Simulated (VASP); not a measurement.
# HfB2 (P6/mmm) in VASP: notebook

One crystal, HfB2, is run at these levels: PBE+D3(BJ), LDA; tasks: relaxation of cell and atoms.

Everything below comes from runs of VASP 6.6.1. Logs are shortened: lines on timing, memory, paths and dates and some standing lists are left out, and cuts for length are marked.

### 1 The crystal as given

Symmetry: P6/mmm, No. 191, hexagonal system. The conventional cell has a = 3.140 Å, b = 3.140 Å, c = 3.480 Å, α = 90.00°, β = 90.00°, γ = 120.00°. Hf (site symmetry 6/mmm) is surrounded by 12 B at 2.51 Å. B (site symmetry -6m2) is surrounded by 3 B at 1.81 Å.

### 2 Relaxation of cell and atoms, PBE+D3(BJ)

INCAR reads:

```
SYSTEM = HfB2
PREC = Accurate ; ENCUT = 600
EDIFF = 1E-6 ; ISMEAR = 1
SIGMA = 0.1 ; LREAL = .FALSE.
LASPH = .TRUE. ; NELM = 80
ALGO = Normal ; ISIF = 3
LWAVE = .FALSE. ; LCHARG = .FALSE.
GGA = PE ; IVDW = 12
IBRION = 2 ; NSW = 90
EDIFFG = -0.01
```

KPOINTS reads:

```
regular mesh
0
G
  15 15 11
  0 0 0
```

POSCAR reads:

```
HfB2
1.0
    3.1400000000      0.0000000000      0.0000000000
   -1.5700000000      2.7193197679      0.0000000000
    0.0000000000      0.0000000000      3.4800000000
Hf B
1 2
Direct
    0.0000000000      0.0000000000      0.0000000000
    0.3333333333      0.6666666667      0.5000000000
    0.6666666667      0.3333333333      0.5000000000
```

Potentials or basis: VASP PAW PBE potentials, release 64 (Hf_pv, B).

On the command line:

```
cat potpaw_PBE.64/Hf_pv/POTCAR potpaw_PBE.64/B/POTCAR > POTCAR
mpirun -np 1 vasp_std > vasp.out
```

OUTCAR:

```text
SYSTEM = HfB2
   PREC = Accurate
   ENCUT = 600
   EDIFF = 1E-6
   ISMEAR = 1
   LREAL = .FALSE.
   LASPH = .TRUE.
   NELM = 80
   ISIF = 3
   GGA = PE
   IVDW = 12
   IBRION = 2
   NSW = 90
   EDIFFG = -0.01
 IVDW          = 12

 ion  position               nearest neighbor table
   1  0.000  0.000  0.000-   2 2.51   3 2.51   2 2.51   3 2.51   3 2.51   3 2.51   2 2.51   2 2.51
                             3 2.51   3 2.51   2 2.51   2 2.51
   2  0.333  0.667  0.500-   3 1.81   3 1.81   3 1.81   1 2.51   1 2.51   1 2.51   1 2.51   1 2.51
                             1 2.51
   3  0.667  0.333  0.500-   2 1.81   2 1.81   2 1.81   1 2.51   1 2.51   1 2.51   1 2.51   1 2.51
                             1 2.51

  LATTYP: Found a hexagonal cell.
 ALAT       =     3.1400000000
 C/A-ratio  =     1.1082802548

  Lattice vectors:

 A1 = (   3.1400000000,   0.0000000000,   0.0000000000)
 A2 = (  -1.5700000000,   2.7193197679,   0.0000000000)
 A3 = (   0.0000000000,   0.0000000000,   3.4800000000)

Analysis of symmetry for initial positions (statically):
=====================================================================
 Subroutine PRICEL returns:
 Original cell was already a primitive cell.

 Routine SETGRP: Setting up the symmetry group for a
 hexagonal supercell.

 Subroutine GETGRP returns: Found 24 space group operations
 (whereof 24 operations were pure point group operations)
 out of a pool of 24 trial point group operations.

The static configuration has the point symmetry D_6h.

Analysis of symmetry for dynamics (positions and initial velocities):
=====================================================================
 Subroutine PRICEL returns:
 Original cell was already a primitive cell.

 Routine SETGRP: Setting up the symmetry group for a
 hexagonal supercell.

 Subroutine GETGRP returns: Found 24 space group operations
 (whereof 24 operations were pure point group operations)
 out of a pool of 24 trial point group operations.

The dynamic configuration has the point symmetry D_6h.

 Subroutine INISYM returns: Found 24 space group operations
 (whereof 24 operations are pure point group operations),
 and found     1 'primitive' translations

----------------------------------------------------------------------------------------

                                     Primitive cell

  volume of cell :      29.7146

  direct lattice vectors                    reciprocal lattice vectors
     3.140000000  0.000000000  0.000000000     0.318471338  0.183869512  0.000000000
    -1.570000000  2.719319768  0.000000000     0.000000000  0.367739025  0.000000000
     0.000000000  0.000000000  3.480000000     0.000000000  0.000000000  0.287356322

  length of vectors
     3.140000000  3.140000000  3.480000000     0.367739025  0.367739025  0.287356322

  position of ions in fractional coordinates (direct lattice)
     0.000000000  0.000000000  0.000000000
     0.333333333  0.666666667  0.500000000
     0.666666667  0.333333333  0.500000000

  ion indices of the primitive-cell ions
   primitive index   ion index
                 1           1
                 2           2
                 3           3

----------------------------------------------------------------------------------------

 KPOINTS: regular mesh

Automatic generation of k-mesh.
 Grid dimensions read from file:
 generate k-points for:   15   15   11

 Generating k-lattice:

  Cartesian coordinates                     Fractional coordinates (reciprocal lattice)
     0.021231423  0.012257967  0.000000000     0.066666667  0.000000000  0.000000000
     0.000000000  0.024515935  0.000000000     0.000000000  0.066666667  0.000000000
     0.000000000  0.000000000  0.026123302     0.000000000  0.000000000  0.090909091

  Length of vectors
     0.024515935  0.024515935  0.026123302

  Shift w.r.t. Gamma in fractional coordinates (k-lattice)
     0.000000000  0.000000000  0.000000000

 Subroutine IBZKPT returns following result:
 ===========================================

 Found    162 irreducible k-points:

 Following reciprocal coordinates:
            Coordinates               Weight
  0.000000  0.000000  0.000000      1.000000
  0.066667  0.000000  0.000000      6.000000
  0.133333  0.000000  0.000000      6.000000
  0.200000  0.000000  0.000000      6.000000
  0.266667  0.000000  0.000000      6.000000
  0.333333  0.000000  0.000000      6.000000
[... 16 lines left out ...]
  0.333333  0.200000  0.000000     12.000000
  0.400000  0.200000  0.000000      6.000000
 [... further k-points ...]
   k-points           NKPTS =    162   k-points in BZ     NKDIM =    162   number of bands    NBANDS=     12
   number of dos      NEDOS =    301   number of ions     NIONS =      3
   total plane-waves  NPLWV =  21952
   dimension x,y,z NGX =    28 NGY =   28 NGZ =   28
   dimension x,y,z NGXF=    56 NGYF=   56 NGZF=   56
   ions per type =               1   2
   NGX,Y,Z   is equivalent  to a cutoff of  14.82, 14.82, 13.38 a.u.
   NGXF,Y,Z  is equivalent  to a cutoff of  29.65, 29.65, 26.75 a.u.
 SYSTEM =  HfB2
   PREC   = accura    normal or accurate (medium, high low for compatibility)
   ISTART =      0    job   : 0-new  1-cont  2-samecut
   ICHARG =      2    charge: 1-file 2-atom 10-const
   ISPIN  =      1    spin polarized calculation?
   LNONCOLLINEAR =      F non collinear calculations
   LSORBIT =      F    spin-orbit coupling
   LASPH  =      T    aspherical Exc in radial PAW
   ENCUT  =  600.0 eV  44.10 Ry    6.64 a.u.   6.27  6.27  6.95*2*pi/ulx,y,z
   NELM   =     80;   NELMIN=  2; NELMDL= -5     # of ELM steps
   EDIFF  = 0.1E-05   stopping-criterion for ELM
   LREAL  =      F    real-space projection
   EDIFFG = -.1E-01   stopping-criterion for IOM
   NSW    =     90    number of steps for IOM
   IBRION =      2    ionic relax: 0-MD 1-quasi-New 2-CG
   NFREE  =      1    steps in history (QN), initial steepest desc. (CG)
   ISIF   =      3    stress and relaxation
   ISYM   =      2    0-nonsym 1-usesym 2-fastsym
   POTIM  = 0.5000    time-step for ionic-motion
   TEBEG  =    0.0;   TEEND  =   0.0 temperature during run
   PSTRESS=    0.0 pullay stress
   NELECT =      16.0000    total number of electrons
   NUPDOWN=      -1.0000    fix difference up-down
   EMIN   =  10.00;   EMAX   =-10.00  energy-range for DOS
   EFERMI =   0.00;   METHOD = LEGACY
   ISMEAR =     1;   SIGMA  =   0.10  broadening in eV -4-tet -1-fermi 0-gaus
   EFERMI_NEDOS =   21; number of points for ismear=-14 and -15
   IALGO  =     38    algorithm
   IMIX   =      4    mixing-type and parameters
     AMIX     =   0.40;   BMIX     =  1.00
     AMIX_MAG =   1.60;   BMIX_MAG =  1.00
  volume/ion in A,a.u.               =       9.90        66.84
  Fermi-wavevector in a.u.,A,eV,Ry     =   1.331860  2.516850 24.134693  1.773850
  Thomas-Fermi vector in A             =   2.460838
   LORBIT       =      0    0 simple, 1 ext, 2 COOP (PROOUT), +10 PAW based schemes
   GGA     = PE    functional components
   LHFCALC =     F    Hartree Fock is set to
   AEXX    =    0.0000 exact exchange contribution
   IVDW    =    12    specifies the selected vdW correction
   LEPSILON=     F    determine dielectric tensor
   LRPA    =     F    only Hartree local field effects (RPA)
 conjugate gradient relaxation of ions
 non-spin polarized calculation
 Methfessel and Paxton  Order N= 1 SIGMA  =   0.10
  energy-cutoff  :      600.00
  volume of cell :       29.71
 maximum number of plane-waves:      1016
 NGX is ok and might be reduce to    28
   NGX = 13   NGY = 13   NGZ = 13

--------------------------------------- Ionic step        1  -------------------------------------------

 number of electron      15.9999999 magnetization

 Free energy of the ion-electron system (eV)
  ---------------------------------------------------
  ext. energy  EPLUGINS =         0.00000000
  ---------------------------------------------------
  free energy    TOTEN  =       -26.40302125 eV

  energy without entropy =      -26.40288975  energy(sigma->0) =      -26.40297742

------------------------ aborting loop because EDIFF is reached ----------------------------------------

 Edisp (eV)   -1.08509

 E8    (eV) :    -0.4884

  FORCE on cell =-STRESS in cart. coord.  units (eV):
  Direction    XX          YY          ZZ          XY          YZ          ZX
  --------------------------------------------------------------------------------------
  -------------------------------------------------------------------------------------
  Total      -0.95160    -0.95160    -0.90254     0.00000     0.00000     0.00000
  in kB     -51.30941   -51.30941   -48.66402     0.00000     0.00000     0.00000
  external pressure =      -50.43 kB  Pullay stress =        0.00 kB
[... 145 lines left out ...]
  energy  without entropy=      -27.4973043388  energy(sigma->0) =      -27.49739286

--------------------------------------- Ionic step        5  -------------------------------------------

 number of electron      16.0000000 magnetization

 Free energy of the ion-electron system (eV)
  ---------------------------------------------------
  ext. energy  EPLUGINS =         0.00000000
  ---------------------------------------------------
  free energy    TOTEN  =       -26.38970813 eV

  energy without entropy =      -26.38958407  energy(sigma->0) =      -26.38966678

 E-fermi :   7.8550     XC(G=0): -12.6918

 val. band max:        7.8489356160   @ k =   0.1333   0.1333   0.1818
 cond. band min:       7.9357836656   @ k =   0.0667   0.0000   0.2727
 fundamental gap:      0.0868480496
 Fermi energy:         7.8550046691

 k-point     1 :       0.0000    0.0000    0.0000
  band No.  band energies     occupation
      1     -22.7411      2.00000
      2     -22.2151      2.00000
      3     -22.2151      2.00000
      4      -6.0390      2.00000
      5       4.7803      2.00000
      6       4.8845      2.00000
      7       4.8845      2.00000
      8       5.0626      2.00000
      9      11.9574      0.00000
     10      11.9574      0.00000
     11      12.6096      0.00000
     12      12.6096      0.00000
[... 331 lines left out ...]
 k-point    24 :       0.4000    0.2000    0.0000
  band No.  band energies     occupation
      1     -22.9332      2.00000
      2     -22.5865      2.00000
      3     -22.5862      2.00000
      4      -1.3464      2.00000
      5      -0.9765      2.00000
      6       1.6946      2.00000
      7       4.1989      2.00000
      8       6.7540      2.00000
      9       7.5826      2.00080
     10      10.8739      0.00000
     11      12.5617      0.00000
     12      14.8655      0.00000

 [... further k-points ...]

------------------------ aborting loop because EDIFF is reached ----------------------------------------

 Edisp (eV)   -1.10776

 E8    (eV) :    -0.4986

  FORCE on cell =-STRESS in cart. coord.  units (eV):
  Direction    XX          YY          ZZ          XY          YZ          ZX
  --------------------------------------------------------------------------------------
  -------------------------------------------------------------------------------------
  Total       0.01739     0.01739     0.01493     0.00000     0.00000    -0.00000
  in kB       0.95683     0.95683     0.82130     0.00000     0.00000    -0.00000
  external pressure =        0.91 kB  Pullay stress =        0.00 kB
[... 18 lines left out ...]
  FREE ENERGIE OF THE ION-ELECTRON SYSTEM (eV)
  ---------------------------------------------------
  free  energy   TOTEN  =       -27.4974697084 eV

  energy  without entropy=      -27.4973456499  energy(sigma->0) =      -27.49742836

 reached required accuracy - stopping structural energy minimisation
```

Wall time 72 s (1 thread of Intel Xeon 6975P-C (Granite Rapids), shared host); peak memory 0.23 GiB.

What came out:

```
Free energy                            : -27.4975 eV
Relaxed volume                         : 9.71 Å³/atom
Relaxed cell                           : a = 3.120 Å, b = 3.120 Å, c = 3.455 Å, α = 90.00°, β = 90.00°, γ = 120.00°
Space group after relaxing (to 0.05 Å) : P6/mmm (No. 191)
Energy gained by relaxing              : 3.1 meV/atom
Ionic steps                            : 5
Pressure after relaxing                : 0.1 GPa
Band gap on the k mesh                 : none (metal or under the smearing width)
Dispersion energy per atom             : -0.369 eV
```

Step by step:
```csv
step,energy change (eV),largest force (eV/Å),pressure (GPa),volume (Å³)
1,0.0000,0.0000,-5.04,29.71
2,0.0069,0.0000,7.17,28.39
3,-0.0093,0.0000,-0.02,29.14
4,-0.0093,0.0000,0.08,29.12
5,-0.0094,0.0000,0.09,29.12
```

Final structure:
```
Hf B
1.0
     3.11982    0.00000    0.00000
    -1.55991    2.70184    0.00000
     0.00000    0.00000    3.45476
Hf B
1 2
Direct
  0.00000 0.00000 0.00000
  0.33333 0.66667 0.50000
  0.66667 0.33333 0.50000
```

Levels at points of the mesh, in eV from the Fermi level:
| k point | band 6 | band 7 | band 8 | band 9 | band 10 | band 11 |
| --- | --- | --- | --- | --- | --- | --- |
| (0.00, 0.00, 0.00) | -2.97 | -2.97 | -2.79 | 4.10 | 4.10 | 4.75 |

Caveat: pairwise dispersion overbinds metals, which lowers pressure and volume.

### 3 Relaxation of cell and atoms, PBE+D3(BJ)

This run uses another cell than the first one, of 9.71 Å³/atom, 0.980 times its volume.

INCAR reads:

```
SYSTEM = HfB2
PREC = Accurate ; ENCUT = 600
EDIFF = 1E-7 ; ISMEAR = 1
SIGMA = 0.1 ; LREAL = .FALSE.
LASPH = .TRUE. ; NELM = 80
ALGO = Normal ; ISIF = 3
LWAVE = .FALSE. ; LCHARG = .FALSE.
GGA = PE ; IVDW = 12
IBRION = 2 ; NSW = 90
EDIFFG = -0.005
```

KPOINTS is that of step 2.

POSCAR reads:

```
HfB2                                    
1.0
    3.1198185406      0.0000000000      0.0000000000
   -1.5599092703      2.7018421114      0.0000000000
    0.0000000000      0.0000000000      3.4547561375
  Hf              B             
     1     2
Direct
     1.0000000000000000    0.0000000000000000    0.0000000000000000
     0.3333333332999970    0.6666666667000030    0.5000000000000000
     0.6666666667000030    0.3333333332999970    0.5000000000000000
```

Potentials or basis: VASP PAW PBE potentials, release 64 (Hf_pv, B).

On the command line:

```
cat potpaw_PBE.64/Hf_pv/POTCAR potpaw_PBE.64/B/POTCAR > POTCAR
mpirun -np 1 vasp_std > vasp.out
```

Wall time 50 s (1 thread of Intel Xeon 6975P-C (Granite Rapids), shared host); peak memory 0.23 GiB.

The run converged. Its results:

| Item | Value |
| --- | --- |
| Free energy | -27.4972 eV |
| Relaxed volume | 9.71 Å³/atom |
| Relaxed cell | a = 3.120 Å, b = 3.120 Å, c = 3.455 Å, α = 90.00°, β = 90.00°, γ = 120.00° |
| Space group after relaxing (to 0.05 Å) | P6/mmm (No. 191) |
| Energy gained by relaxing | 0.0 meV/atom |
| Ionic steps | 3 |
| Pressure after relaxing | 0.0 GPa |
| Band gap on the k mesh | none (metal or under the smearing width) |
| Dispersion energy per atom | -0.369 eV |

Final structure:
```
Hf B
1.0
     3.12014    0.00000    0.00000
    -1.56007    2.70212    0.00000
     0.00000    0.00000    3.45504
Hf B
1 2
Direct
  0.00000 0.00000 0.00000
  0.33333 0.66667 0.50000
  0.66667 0.33333 0.50000
```

Levels at points of the mesh, in eV from the Fermi level:
```tsv
k point	band 6	band 7	band 8	band 9	band 10	band 11
(0.00, 0.00, 0.00)	-2.97	-2.97	-2.79	4.10	4.10	4.75
```

Caveat: pairwise dispersion overbinds metals, which lowers pressure and volume. The run has no spin-orbit coupling, so splittings on Hf are missing.

### 4 Relaxation of cell and atoms, LDA

INCAR reads:

```
  PREC = Accurate
  ENCUT = 600
  EDIFF = 1E-6
  ISMEAR = 1
  SIGMA = 0.1
  LREAL = False
  LASPH = True
  NELM = 80
  ALGO = Normal
  ISIF = 3
  LWAVE = False
  LCHARG = False
  IBRION = 2
  NSW = 90
  EDIFFG = -0.01
```

KPOINTS reads:

```
regular mesh
0
Gamma
  15 15 11
```

POSCAR reads:

```
HfB2
1.0
    3.1400000000      0.0000000000      0.0000000000
   -1.5700000000      2.7193197679      0.0000000000
    0.0000000000      0.0000000000      3.4800000000
Hf B
1 2
Direct
    0.0000000000      0.0000000000      0.0000000000
    0.3333333333      0.6666666667      0.5000000000
    0.6666666667      0.3333333333      0.5000000000
```

Potentials or basis: VASP PAW LDA potentials, release 64 (Hf_pv, B).

On the command line:

```
cat potpaw_LDA.64/Hf_pv/POTCAR potpaw_LDA.64/B/POTCAR > POTCAR
mpirun -np 1 vasp_std > vasp.out
```

It took 95 s on 1 thread of Intel Xeon 6975P-C (Granite Rapids), shared host; peak memory 0.21 GiB.

It converged, with:

* Free energy: -28.9567 eV
* Relaxed volume: 9.53 Å³/atom
* Relaxed cell: a = 3.104 Å, b = 3.104 Å, c = 3.427 Å, α = 90.00°, β = 90.00°, γ = 120.00°
* Space group after relaxing (to 0.05 Å): P6/mmm (No. 191)
* Energy gained by relaxing: 11.6 meV/atom
* Ionic steps: 5
* Pressure after relaxing: 0.1 GPa
* Band gap on the k mesh: none (metal or under the smearing width)

The path:
| step | energy change (eV) | largest force (eV/Å) | pressure (GPa) | volume (Å³) |
| --- | --- | --- | --- | --- |
| 1 | 0.0000 | 0.0000 | -9.75 | 29.71 |
| 2 | 0.0313 | 0.0000 | 15.54 | 27.20 |
| 3 | -0.0347 | 0.0000 | -0.11 | 28.63 |
| 4 | -0.0347 | 0.0000 | 0.07 | 28.60 |
| 5 | -0.0349 | 0.0000 | 0.08 | 28.60 |

Final structure:
```yaml
crystal:
  lattice:
    - [3.10421, 0.00000, 0.00000]
    - [-1.55210, 2.68832, 0.00000]
    - [0.00000, 0.00000, 3.42697]
  atoms:
    - { symbol: Hf, position: [0.00000, 0.00000, 0.00000] }
    - { symbol: B, position: [0.33333, 0.66667, 0.50000] }
    - { symbol: B, position: [0.66667, 0.33333, 0.50000] }
```

Levels at points of the mesh, in eV from the Fermi level:
```
           k point  band 4  band 5  band 6  band 7  band 8  band 9  band 10  band 11  band 12
(0.00, 0.00, 0.00)  -13.79   -3.10   -3.01   -3.01   -2.65    4.12     4.12     4.83     4.83
```

Spin-orbit coupling is left out, which matters for the levels of Hf. Zero-point motion and thermal expansion aren't in these numbers.

### 5 Relaxation of cell and atoms, LDA

This run uses another cell than the first one, of 9.53 Å³/atom, 0.962 times its volume.

INCAR, as its differences from that of step 4:

```diff
@@ -2,3 +2,3 @@
   ENCUT = 600
-  EDIFF = 1E-6
+  EDIFF = 1E-7
   ISMEAR = 1
@@ -14,2 +14,2 @@
   NSW = 90
-  EDIFFG = -0.01
+  EDIFFG = -0.005
```

KPOINTS is that of step 4.

POSCAR reads:

```
HfB2                                    
1.0
    3.1042079747     -0.0000000000     -0.0000000000
   -1.5521039873      2.6883229647      0.0000000000
   -0.0000000000     -0.0000000000      3.4269658526
  Hf              B             
     1     2
Direct
     0.0000000000000000    0.0000000000000000    0.0000000000000000
     0.3333333332999970    0.6666666667000030    0.5000000000000000
     0.6666666667000030    0.3333333332999970    0.5000000000000000
```

On the command line:

```
cat potpaw_LDA.64/Hf_pv/POTCAR potpaw_LDA.64/B/POTCAR > POTCAR
mpirun -np 1 vasp_std > vasp.out
```

Wall time 60 s (1 thread of Intel Xeon 6975P-C (Granite Rapids), shared host); peak memory 0.2 GiB.

Results (log left out):

```
Free energy                            : -28.9562 eV
Relaxed volume                         : 9.54 Å³/atom
Relaxed cell                           : a = 3.105 Å, b = 3.105 Å, c = 3.427 Å, α = 90.00°, β = 90.00°, γ = 120.00°
Space group after relaxing (to 0.05 Å) : P6/mmm (No. 191)
Energy gained by relaxing              : 0.0 meV/atom
Ionic steps                            : 3
Pressure after relaxing                : 0.0 GPa
Band gap on the k mesh                 : none (metal or under the smearing width)
```

Final structure:
```xyz
3
Lattice="3.1045 0.0000 0.0000 -1.5523 2.6886 0.0000 0.0000 0.0000 3.4272" Properties=species:S:1:pos:R:3 pbc="T T T"
Hf    0.0000    0.0000    0.0000
B     0.0000    1.7924    1.7136
B     1.5523    0.8962    1.7136
```

Levels at points of the mesh, in eV from the Fermi level:
```tsv
k point	band 5	band 6	band 7	band 8	band 9	band 10	band 11	band 12
(0.00, 0.00, 0.00)	-3.10	-3.01	-3.01	-2.65	4.12	4.12	4.83	4.83
```
